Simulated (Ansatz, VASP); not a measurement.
# SiNi: VASP beside Ansatz

```
Ni Si
1.0
     3.43157    0.00000    0.00000
    -1.71578    2.97183    0.00000
     0.00000    0.00000    4.73496
Ni Si
2 2
Direct
  0.00000 0.00000 0.00000
  0.00000 0.00000 0.50000
  0.33333 0.66667 0.25000
  0.66667 0.33333 0.75000
```

Alike in both runs: functional PBE; k mesh 11 × 11 × 6; occupations fermi-dirac, width 0.05 eV; no spin polarisation.

Ansatz relaxed the structure, and its values are those at the end. VASP's run is a single point on that final structure, the one shown.

```csv
,VASP,Ansatz
version,VASP 6.6.1,Ansatz 0.2.0
potentials or method,"VASP PAW PBE potentials, release 64 (Ni, Si)","PAW with Ansatz's default frozen-core files, scalar-relativistic"
plane-wave cutoff (eV),520,420
valence electrons in the cell,28,44
```

```tsv
	VASP	Ansatz	Ansatz less VASP
pressure (GPa)	11.8	12.0	+0.20
```

The two sets of potentials don't hold the same shells in valence.

Spin polarisation is off, so any magnetic state and its effect on volume and gap are missing.
